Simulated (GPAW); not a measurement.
Ba in GPAW: convergence with bands over the usual count

Input of the first run (bands over the usual count 0.72); the others differ in this setting and in those tied to it:

run.py

```python
from ase.dft.bandgap import bandgap
from ase.io import read, write
from ase.units import GPa
from gpaw import GPAW, PW

atoms = read('Ba.xyz')

calc = GPAW(mode=PW(600),
            xc='PBE',
            kpts={'size': (3, 3, 3), 'gamma': True},
            occupations={'name': 'fermi-dirac', 'width': 0.05},
            nbands=24,
            convergence={'density': 1e-05, 'energy': 1e-05},
            maxiter=100,
            txt='gpaw.txt')
atoms.calc = calc
energy = atoms.get_potential_energy()
forces = atoms.get_forces()
stress = atoms.get_stress()
calc.write('gs.gpw')
write('result.traj', atoms)
print(f'Energy: {energy:.6f} eV')
print('Forces (eV/A):')
print(forces.round(4))
print('Stress (GPa):', (stress / GPa).round(3))
print('Fermi level:', round(calc.get_fermi_level(), 4), 'eV')
print(f'Gap: {bandgap(calc)[0]:.4f} eV, direct: {bandgap(calc, direct=True)[0]:.4f} eV')
```

The input Ba.xyz:

```xyz
4
Lattice="-4.1311947479 4.1311947479 3.8367706453 4.1311947479 -4.1311947479 3.8367706453 4.1311947479 4.1311947479 -3.8367706453" Properties=species:S:1:pos:R:3 pbc="T T T"
Ba     1.5025807201      5.6337754680      0.0000000000
Ba     2.6286140278     -1.5025807201      3.8367706453
Ba     2.6286140278      1.5025807201      0.0000000000
Ba     1.5025807201      2.6286140278      3.8367706453
```

Potentials or basis: GPAW PAW data sets (gpaw-data 1.2.1), pw.

Command:

```bash
$ OMP_NUM_THREADS=1 python run.py
```

This isn't the form of Ba at room conditions, which is bcc.

Hardware: 1 thread of Arm Neoverse V1, with other jobs on the host.

```csv
bands over the usual count,"energy less the tightest run, at zero smearing (meV/atom)",SCF cycles,CPU time (s),peak memory (GiB)
0.72,0.00,18,45,0.26
0.8,0.00,12,37,0.26
0.9,0.00,11,37,0.26
1,0.00,12,41,0.27
1.3,0.00,11,49,0.28
1.7,0.00,12,72,0.3
2.5,0.00,16,140,0.33
```

Against the tightest run, the energy stays within 1 meV/atom from 0.72 on. The tightest run that finished is the yardstick and may itself not be fully converged.

Caveat, for the tightest run too: the k mesh is coarse (spacing up to 0.37 Å⁻¹), so the values aren't converged. The run has no spin-orbit coupling, so splittings on Ba are missing.
